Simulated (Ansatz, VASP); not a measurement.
## Two plane-wave programs on Hf2B3

```
Hf B
1.0
     4.02254    0.00000    0.00000
     0.00000    4.02254    0.00000
     0.00000    0.00000    4.02254
Hf B
2 3
Direct
  0.00000 0.00000 0.00000
  0.50000 0.50000 0.50000
  0.00000 0.50000 0.50000
  0.50000 0.00000 0.50000
  0.50000 0.50000 0.00000
```

Alike in both runs: task relaxation of cell and atoms; functional PBE; k mesh 4 × 4 × 4; occupations gaussian, width 0.1 eV; no spin polarisation.

|  | VASP | Ansatz |
| --- | --- | --- |
| version | VASP 6.6.1 | Ansatz 0.2.0 |
| potentials or method | VASP PAW PBE potentials, release 64 (Hf_pv, B) | scalar-relativistic, plane waves, PAW |
| plane-wave cutoff (eV) | 600 | 420 |
| valence electrons in the cell | 29 | 61 |

Ansatz gave:

| Property | Result |
| --- | --- |
| gap on the k mesh at the Fermi level, each at its own relaxed structure (eV) | none |
| relaxed volume (Å³/atom) | 14.56 |
| relaxed cell length with the largest relative difference (Å) | 4.176 |
| energy change over the relaxation (meV/atom) | -73 |

Problem. What did VASP give for the same quantities?

Solution. gap on the k mesh at the Fermi level, each at its own relaxed structure (eV): none; relaxed volume (Å³/atom): 14.74; relaxed cell length with the largest relative difference (Å): 4.193; energy change over the relaxation (meV/atom): -86.

A gap of «none» marks a metal or a gap that the smearing closes. The two sets of potentials don't hold the same shells in valence.

Caveats: the k mesh is coarse (spacing up to 0.39 Å⁻¹), so the values aren't converged. The runs have no spin-orbit coupling, so splittings on Hf are missing.
